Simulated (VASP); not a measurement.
Write the native input for VASP 6.6.1 that does the following.

- Task: relaxation of shape and atoms at fixed volume
- Functional: PBE
- Potentials or basis: VASP PAW PBE potentials, release 64 (Mo, Se)
- Cutoff: 300 eV
- k mesh: 5 × 5 × 1
- Occupations: gaussian, width 0.03 eV
- Spin: no spin polarisation
- Further INCAR settings: ALGO = Normal; EDIFF = 1e-07; IBRION = 2; EDIFFG = -0.01; NSW = 40; ISIF = 4

The structure of MoSe2 lies in POSCAR:

```
MoSe2                                   
1.0
    3.3384050538      0.0000000000      0.0000000000
   -1.6692025270      2.8911435848     -0.0000000000
   -0.0000000000     -0.0000000000     14.8117104492
  Mo              Se            
     2     4
Direct
     0.3333333332999970    0.6666666667000030    0.2500000000000000
     0.6666666667000030    0.3333333332999970    0.7500000000000000
     0.3333333332999970    0.6666666667000030    0.6365775026932494
     0.6666666667000030    0.3333333332999970    0.1365775026932494
     0.3333333332999970    0.6666666667000030    0.8634224973067506
     0.6666666667000030    0.3333333332999970    0.3634224973067507
```

The cell isn't the ideal one: a relaxed cell with its volume scaled by 1.02.

These files were run (other wordings do the same):

INCAR

```
  PREC = Accurate
  ENCUT = 300
  EDIFF = 1E-7
  ISMEAR = 0
  SIGMA = 0.03
  LREAL = F
  LASPH = T
  NELM = 80
  ALGO = Normal
  ISIF = 4
  LWAVE = F
  LCHARG = F
  GGA = PE
  IBRION = 2
  NSW = 40
  EDIFFG = -0.01
  KPAR = 2
```

KPOINTS

```
regular mesh
0
Gamma
  5 5 1
```

Potentials or basis: VASP PAW PBE potentials, release 64 (Mo, Se).

Run with:

```console
$ cat potpaw_PBE.64/Mo/POTCAR potpaw_PBE.64/Se/POTCAR > POTCAR
$ mpirun -np 2 vasp_std > vasp.out
```

Results of the run:

```
Energy gained by relaxing    : 2.9 meV/atom
Ionic steps                  : 6
Pressure after relaxing      : 0.0 GPa
Largest force after relaxing : 0.007 eV/Å
Band gap on the k mesh       : 1.47 eV, indirect (least direct gap 1.87 eV)
```

Caveat: the k mesh is coarse (spacing up to 0.43 Å⁻¹), so the values aren't converged; an odd mesh through Γ misses points on the zone boundary, where band edges often lie; this functional lacks dispersion, which binds the layers, so the pressure and a relaxed spacing across them are unreliable.

Wall time 44 s on 2 MPI ranks on Intel(R) Xeon(R) Platinum 8488C (Sapphire Rapids), on a shared host, peak memory 0.16 GiB a rank.
